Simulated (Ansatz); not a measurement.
Born–Oppenheimer molecular dynamics of a periodic cell of 17 atoms, Nb16H (host Nb, host structure bcc, interstitial H). It starts from a relaxed structure.

Computed with Ansatz 0.2.0, DFT PBEsol, scalar-relativistic, plane waves, PAW. Settings: cutoff 420 eV, k mesh 2x2x2, fermi-dirac smearing 0.05 eV, no spin polarisation.

| Item | Value |
| --- | --- |
| ensemble | NVT, Langevin thermostat |
| time step | 0.5 fs |
| steps asked | 210 |
| set temperature | 1200 K |
| friction | 0.01 /fs |
| seed | 493974 |

Frames 1 fs apart, positions in Å, forces in eV/Å.

Velocities at 65 fs (Å/ps):

```
Nb -3.74 -5.63 2.00
Nb 2.28 -1.02 -0.07
Nb -1.92 0.20 -3.77
Nb 1.15 0.08 -5.76
Nb -5.90 -1.75 1.13
Nb -0.68 -2.82 -0.40
Nb 5.21 -1.62 -1.06
Nb 4.28 -2.37 -3.17
Nb 6.30 -0.47 0.25
Nb -2.65 -0.83 2.34
Nb 2.08 -0.20 1.01
Nb -0.72 -0.54 -0.35
Nb 0.41 -3.90 0.00
Nb -4.82 3.72 3.74
Nb 2.33 -3.95 -2.49
Nb -0.38 2.12 1.58
H -3.51 -12.64 -8.63
```

```xyz
17
Lattice="6.6000 0.0000 0.0000 0.0000 6.6000 0.0000 0.0000 0.0000 6.6000" Properties=species:S:1:pos:R:3:forces:R:3 time_fs=65 energy_less_start_eV=2.168 T=841
Nb 0.040 0.123 0.025 0.38 -1.19 -0.57
Nb 3.325 -0.050 -0.024 -0.26 -0.18 0.27
Nb -0.061 3.460 -0.157 0.44 -1.00 0.93
Nb 0.084 0.083 3.287 0.11 -0.64 -0.53
Nb 1.664 1.653 1.652 -0.32 0.39 -0.34
Nb 3.210 3.351 0.009 0.86 -0.36 -0.70
Nb 3.368 0.034 3.107 -0.26 -0.42 1.01
Nb 4.838 1.774 1.476 1.51 -0.33 0.78
Nb -0.088 3.232 3.300 1.25 0.24 -0.11
Nb 1.627 4.792 1.645 0.07 1.25 0.03
Nb 1.777 1.419 5.010 -0.86 1.79 -0.44
Nb 3.476 3.102 3.315 -1.37 -0.18 -0.60
Nb 5.138 5.144 1.650 -1.25 -1.36 -1.06
Nb 4.936 1.467 5.016 0.17 1.95 -0.96
Nb 1.683 4.870 4.871 0.01 0.11 0.25
Nb 5.053 5.106 4.744 -0.21 -1.05 1.66
H 3.372 4.825 3.759 -0.28 0.98 0.37
17
Lattice="6.6000 0.0000 0.0000 0.0000 6.6000 0.0000 0.0000 0.0000 6.6000" Properties=species:S:1:pos:R:3:forces:R:3 time_fs=66 energy_less_start_eV=2.162 T=820
Nb 0.036 0.118 0.027 0.41 -1.13 -0.62
Nb 3.327 -0.051 -0.024 -0.30 -0.18 0.28
Nb -0.064 3.460 -0.161 0.46 -1.01 0.96
Nb 0.085 0.083 3.281 0.10 -0.64 -0.45
Nb 1.658 1.651 1.654 -0.24 0.38 -0.36
Nb 3.209 3.348 0.009 0.85 -0.35 -0.70
Nb 3.373 0.032 3.106 -0.30 -0.42 1.03
Nb 4.843 1.771 1.473 1.46 -0.31 0.83
Nb -0.081 3.231 3.300 1.19 0.24 -0.11
Nb 1.625 4.792 1.647 0.10 1.24 0.01
Nb 1.780 1.419 5.011 -0.88 1.75 -0.45
Nb 3.475 3.101 3.315 -1.33 -0.30 -0.62
Nb 5.139 5.141 1.649 -1.25 -1.36 -1.06
Nb 4.931 1.471 5.020 0.23 1.91 -1.01
Nb 1.685 4.867 4.869 0.01 0.15 0.27
Nb 5.053 5.107 4.746 -0.24 -1.08 1.61
H 3.366 4.815 3.749 -0.26 1.11 0.39
17
Lattice="6.6000 0.0000 0.0000 0.0000 6.6000 0.0000 0.0000 0.0000 6.6000" Properties=species:S:1:pos:R:3:forces:R:3 time_fs=67 energy_less_start_eV=2.143 T=786
Nb 0.033 0.113 0.028 0.44 -1.08 -0.67
Nb 3.329 -0.052 -0.024 -0.35 -0.19 0.29
Nb -0.066 3.460 -0.165 0.47 -1.01 1.00
Nb 0.086 0.083 3.276 0.10 -0.65 -0.38
Nb 1.652 1.650 1.655 -0.16 0.37 -0.38
Nb 3.209 3.344 0.009 0.83 -0.32 -0.69
Nb 3.379 0.030 3.105 -0.36 -0.38 1.03
Nb 4.847 1.768 1.470 1.41 -0.28 0.88
Nb -0.075 3.231 3.301 1.13 0.24 -0.12
Nb 1.622 4.792 1.650 0.12 1.22 -0.02
Nb 1.782 1.419 5.010 -0.90 1.71 -0.45
Nb 3.475 3.100 3.316 -1.30 -0.29 -0.63
Nb 5.139 5.138 1.650 -1.24 -1.37 -1.06
Nb 4.927 1.474 5.024 0.29 1.86 -1.06
Nb 1.687 4.863 4.867 0.00 0.19 0.30
Nb 5.054 5.109 4.747 -0.26 -1.11 1.57
H 3.360 4.816 3.745 -0.24 1.08 0.39
17
Lattice="6.6000 0.0000 0.0000 0.0000 6.6000 0.0000 0.0000 0.0000 6.6000" Properties=species:S:1:pos:R:3:forces:R:3 time_fs=68 energy_less_start_eV=2.108 T=864
Nb 0.031 0.106 0.030 0.47 -1.02 -0.72
Nb 3.332 -0.053 -0.024 -0.39 -0.19 0.30
Nb -0.068 3.459 -0.168 0.48 -1.01 1.03
Nb 0.086 0.082 3.271 0.10 -0.65 -0.31
Nb 1.646 1.649 1.656 -0.08 0.36 -0.41
Nb 3.209 3.340 0.008 0.81 -0.29 -0.68
Nb 3.384 0.029 3.104 -0.40 -0.27 1.01
Nb 4.852 1.764 1.468 1.36 -0.25 0.92
Nb -0.068 3.230 3.301 1.07 0.25 -0.12
Nb 1.620 4.792 1.652 0.15 1.20 -0.05
Nb 1.783 1.419 5.009 -0.92 1.68 -0.44
Nb 3.474 3.099 3.316 -1.28 -0.15 -0.60
Nb 5.138 5.134 1.650 -1.23 -1.38 -1.06
Nb 4.923 1.478 5.029 0.35 1.81 -1.11
Nb 1.689 4.859 4.864 -0.02 0.23 0.34
Nb 5.054 5.110 4.749 -0.27 -1.15 1.54
H 3.349 4.831 3.745 -0.19 0.85 0.37
17
Lattice="6.6000 0.0000 0.0000 0.0000 6.6000 0.0000 0.0000 0.0000 6.6000" Properties=species:S:1:pos:R:3:forces:R:3 time_fs=69 energy_less_start_eV=2.070 T=853
Nb 0.028 0.100 0.033 0.50 -0.96 -0.78
Nb 3.334 -0.053 -0.024 -0.44 -0.20 0.30
Nb -0.069 3.458 -0.172 0.48 -1.02 1.07
Nb 0.087 0.081 3.265 0.09 -0.65 -0.24
Nb 1.640 1.649 1.657 0.00 0.34 -0.43
Nb 3.209 3.336 0.007 0.79 -0.27 -0.67
Nb 3.389 0.027 3.104 -0.44 -0.13 0.96
Nb 4.856 1.761 1.465 1.31 -0.22 0.96
Nb -0.061 3.229 3.302 1.01 0.26 -0.13
Nb 1.617 4.793 1.654 0.18 1.17 -0.08
Nb 1.785 1.419 5.008 -0.94 1.63 -0.43
Nb 3.473 3.098 3.316 -1.26 0.09 -0.55
Nb 5.137 5.130 1.650 -1.22 -1.39 -1.05
Nb 4.920 1.481 5.033 0.42 1.76 -1.16
Nb 1.692 4.856 4.862 -0.08 0.27 0.40
Nb 5.054 5.111 4.750 -0.28 -1.18 1.51
H 3.333 4.856 3.750 -0.12 0.48 0.33
17
Lattice="6.6000 0.0000 0.0000 0.0000 6.6000 0.0000 0.0000 0.0000 6.6000" Properties=species:S:1:pos:R:3:forces:R:3 time_fs=70 energy_less_start_eV=2.040 T=874
Nb 0.026 0.094 0.035 0.53 -0.89 -0.84
Nb 3.337 -0.053 -0.023 -0.48 -0.20 0.31
Nb -0.070 3.458 -0.175 0.49 -1.02 1.09
Nb 0.088 0.080 3.259 0.08 -0.65 -0.17
Nb 1.634 1.648 1.658 0.08 0.33 -0.46
Nb 3.211 3.333 0.007 0.77 -0.24 -0.67
Nb 3.394 0.026 3.104 -0.48 0.03 0.89
Nb 4.861 1.758 1.463 1.26 -0.19 1.01
Nb -0.055 3.228 3.303 0.95 0.27 -0.13
Nb 1.613 4.793 1.656 0.22 1.14 -0.11
Nb 1.786 1.421 5.007 -0.96 1.59 -0.42
Nb 3.472 3.096 3.316 -1.25 0.33 -0.50
Nb 5.134 5.126 1.650 -1.20 -1.39 -1.04
Nb 4.917 1.485 5.037 0.47 1.71 -1.21
Nb 1.695 4.852 4.858 -0.16 0.31 0.48
Nb 5.053 5.113 4.751 -0.28 -1.21 1.48
H 3.314 4.885 3.758 -0.03 0.08 0.29
17
Lattice="6.6000 0.0000 0.0000 0.0000 6.6000 0.0000 0.0000 0.0000 6.6000" Properties=species:S:1:pos:R:3:forces:R:3 time_fs=71 energy_less_start_eV=2.027 T=840
Nb 0.023 0.087 0.037 0.56 -0.82 -0.89
Nb 3.339 -0.054 -0.024 -0.53 -0.20 0.32
Nb -0.072 3.457 -0.178 0.49 -1.03 1.12
Nb 0.089 0.079 3.254 0.07 -0.65 -0.10
Nb 1.628 1.648 1.659 0.16 0.30 -0.49
Nb 3.213 3.329 0.006 0.73 -0.21 -0.66
Nb 3.399 0.025 3.104 -0.52 0.19 0.81
Nb 4.865 1.755 1.460 1.21 -0.15 1.06
Nb -0.048 3.227 3.303 0.88 0.28 -0.14
Nb 1.610 4.793 1.658 0.25 1.11 -0.14
Nb 1.788 1.421 5.006 -0.97 1.55 -0.41
Nb 3.471 3.095 3.316 -1.24 0.57 -0.47
Nb 5.132 5.122 1.650 -1.18 -1.40 -1.03
Nb 4.914 1.489 5.040 0.53 1.66 -1.25
Nb 1.698 4.849 4.855 -0.26 0.34 0.56
Nb 5.053 5.114 4.752 -0.27 -1.23 1.46
H 3.296 4.917 3.775 0.07 -0.32 0.25
17
Lattice="6.6000 0.0000 0.0000 0.0000 6.6000 0.0000 0.0000 0.0000 6.6000" Properties=species:S:1:pos:R:3:forces:R:3 time_fs=72 energy_less_start_eV=2.026 T=840
Nb 0.021 0.081 0.038 0.59 -0.75 -0.93
Nb 3.342 -0.054 -0.024 -0.57 -0.19 0.32
Nb -0.074 3.457 -0.181 0.51 -1.04 1.15
Nb 0.090 0.078 3.248 0.06 -0.65 -0.04
Nb 1.622 1.649 1.661 0.24 0.28 -0.52
Nb 3.215 3.327 0.005 0.69 -0.19 -0.65
Nb 3.404 0.024 3.103 -0.55 0.32 0.74
Nb 4.869 1.752 1.457 1.16 -0.13 1.11
Nb -0.042 3.225 3.304 0.82 0.29 -0.15
Nb 1.607 4.794 1.660 0.28 1.09 -0.18
Nb 1.789 1.423 5.004 -0.98 1.50 -0.41
Nb 3.469 3.094 3.316 -1.22 0.73 -0.44
Nb 5.130 5.119 1.649 -1.16 -1.40 -1.02
Nb 4.912 1.493 5.043 0.58 1.60 -1.29
Nb 1.700 4.846 4.851 -0.35 0.38 0.66
Nb 5.052 5.115 4.753 -0.26 -1.25 1.43
H 3.281 4.943 3.794 0.18 -0.60 0.20
17
Lattice="6.6000 0.0000 0.0000 0.0000 6.6000 0.0000 0.0000 0.0000 6.6000" Properties=species:S:1:pos:R:3:forces:R:3 time_fs=73 energy_less_start_eV=2.027 T=845
Nb 0.018 0.074 0.039 0.62 -0.68 -0.97
Nb 3.345 -0.054 -0.024 -0.62 -0.19 0.32
Nb -0.077 3.458 -0.183 0.53 -1.06 1.18
Nb 0.092 0.077 3.243 0.04 -0.65 0.03
Nb 1.617 1.650 1.662 0.31 0.25 -0.56
Nb 3.219 3.324 0.005 0.65 -0.16 -0.64
Nb 3.409 0.022 3.103 -0.59 0.39 0.71
Nb 4.874 1.750 1.454 1.11 -0.10 1.17
Nb -0.035 3.224 3.305 0.76 0.31 -0.15
Nb 1.605 4.795 1.662 0.31 1.06 -0.21
Nb 1.790 1.425 5.003 -1.00 1.45 -0.40
Nb 3.468 3.093 3.315 -1.20 0.85 -0.43
Nb 5.127 5.115 1.649 -1.13 -1.40 -1.01
Nb 4.909 1.497 5.047 0.62 1.54 -1.33
Nb 1.702 4.843 4.847 -0.48 0.41 0.78
Nb 5.051 5.115 4.755 -0.25 -1.25 1.40
H 3.265 4.961 3.818 0.31 -0.75 0.13
17
Lattice="6.6000 0.0000 0.0000 0.0000 6.6000 0.0000 0.0000 0.0000 6.6000" Properties=species:S:1:pos:R:3:forces:R:3 time_fs=74 energy_less_start_eV=2.028 T=870
Nb 0.015 0.067 0.039 0.65 -0.60 -1.00
Nb 3.348 -0.055 -0.023 -0.66 -0.19 0.31
Nb -0.080 3.458 -0.185 0.56 -1.08 1.20
Nb 0.094 0.077 3.238 0.02 -0.66 0.09
Nb 1.612 1.651 1.664 0.39 0.22 -0.60
Nb 3.221 3.321 0.005 0.61 -0.14 -0.63
Nb 3.413 0.021 3.102 -0.62 0.37 0.71
Nb 4.878 1.747 1.450 1.06 -0.09 1.22
Nb -0.029 3.222 3.305 0.69 0.32 -0.15
Nb 1.603 4.796 1.665 0.34 1.04 -0.25
Nb 1.792 1.428 5.002 -1.01 1.39 -0.39
Nb 3.467 3.092 3.315 -1.18 0.91 -0.43
Nb 5.125 5.112 1.648 -1.11 -1.40 -0.98
Nb 4.907 1.501 5.050 0.67 1.47 -1.37
Nb 1.704 4.839 4.843 -0.63 0.44 0.91
Nb 5.051 5.114 4.757 -0.25 -1.26 1.36
H 3.250 4.968 3.843 0.48 -0.75 0.02
17
Lattice="6.6000 0.0000 0.0000 0.0000 6.6000 0.0000 0.0000 0.0000 6.6000" Properties=species:S:1:pos:R:3:forces:R:3 time_fs=75 energy_less_start_eV=2.028 T=825
Nb 0.013 0.059 0.039 0.68 -0.51 -1.02
Nb 3.351 -0.055 -0.022 -0.70 -0.19 0.29
Nb -0.083 3.458 -0.186 0.59 -1.09 1.21
Nb 0.096 0.077 3.234 0.00 -0.66 0.14
Nb 1.607 1.652 1.666 0.46 0.19 -0.64
Nb 3.224 3.319 0.006 0.56 -0.11 -0.62
Nb 3.417 0.020 3.102 -0.66 0.30 0.75
Nb 4.883 1.746 1.447 1.00 -0.09 1.28
Nb -0.023 3.221 3.305 0.62 0.33 -0.15
Nb 1.601 4.797 1.667 0.36 1.01 -0.29
Nb 1.793 1.431 5.001 -1.02 1.33 -0.38
Nb 3.466 3.092 3.315 -1.16 0.93 -0.44
Nb 5.121 5.108 1.647 -1.08 -1.39 -0.97
Nb 4.905 1.506 5.053 0.71 1.40 -1.40
Nb 1.706 4.835 4.839 -0.80 0.47 1.05
Nb 5.050 5.113 4.758 -0.25 -1.26 1.33
H 3.234 4.965 3.864 0.67 -0.66 -0.13
17
Lattice="6.6000 0.0000 0.0000 0.0000 6.6000 0.0000 0.0000 0.0000 6.6000" Properties=species:S:1:pos:R:3:forces:R:3 time_fs=76 energy_less_start_eV=2.023 T=834
Nb 0.010 0.051 0.039 0.72 -0.43 -1.05
Nb 3.354 -0.056 -0.021 -0.75 -0.19 0.28
Nb -0.086 3.457 -0.187 0.62 -1.09 1.22
Nb 0.098 0.077 3.230 -0.02 -0.67 0.19
Nb 1.602 1.654 1.667 0.54 0.15 -0.67
Nb 3.227 3.317 0.007 0.52 -0.09 -0.61
Nb 3.420 0.019 3.101 -0.69 0.21 0.80
Nb 4.888 1.745 1.444 0.95 -0.09 1.33
Nb -0.017 3.220 3.306 0.56 0.34 -0.15
Nb 1.599 4.798 1.669 0.39 0.99 -0.33
Nb 1.794 1.433 5.000 -1.03 1.28 -0.38
Nb 3.464 3.091 3.314 -1.13 0.94 -0.45
Nb 5.118 5.104 1.646 -1.05 -1.37 -0.94
Nb 4.903 1.511 5.056 0.75 1.33 -1.44
Nb 1.709 4.831 4.835 -0.95 0.49 1.17
Nb 5.050 5.112 4.761 -0.25 -1.25 1.29
H 3.228 4.957 3.882 0.82 -0.54 -0.25
```

Of the whole run (105 fs, mean temperature of the second half 864 K): The mean temperature of the second half is 28 % below the set value. A run of 0.1 ps of so small a system gives no equilibrium averages. Limits of this set-up: coarse k mesh, odd electron count without spin, a small cell, in which the defect meets its images.

Time of the run: 20 min on 2 threads of AMD EPYC 7R43 64-Core Processor (Zen 3), on a shared host, peak memory 1 GiB.
